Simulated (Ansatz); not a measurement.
# ZrO$_{2}$: the gap under pressure

ZrO$_{2}$, Fm-3m, a = 5.089 Å. This isn't the usual stable structure of the compound. Ansatz: r2SCAN, PAW, 500 eV, Γ-centred 8×8×8 mesh on 3 atoms, Gaussian smearing 0.02 eV; no spin polarisation. Cell and atoms are relaxed at each pressure, and no other structure is tried, so the rows at high pressure may lie past a change of phase. The gap is sought over the whole zone. The pressures are the targets, met within 0.05 GPa.

```tsv
P (GPa)	gap y (eV)
-2.0	?
0.0	3.887
2.0	3.910
5.0	3.945
10.0	3.998
20.0	4.093
40.0	4.248
```

Q: Fit y = E0 + αP + βP² to the other rows and predict the missing gap.

A: Least squares on the rows shown. y = 3.8875 + 0.011631 P − 6.5568×10⁻⁵ P². So α = 11.6 meV/GPa at zero pressure. At P = -2.0 the fit asked for gives 3.864 eV. The run gave 3.862 eV, so the fit is 0.002 eV too high, a small miss on the scale of the series.

Semilocal functionals give gaps under the measured ones; changes of the gap mostly carry over better.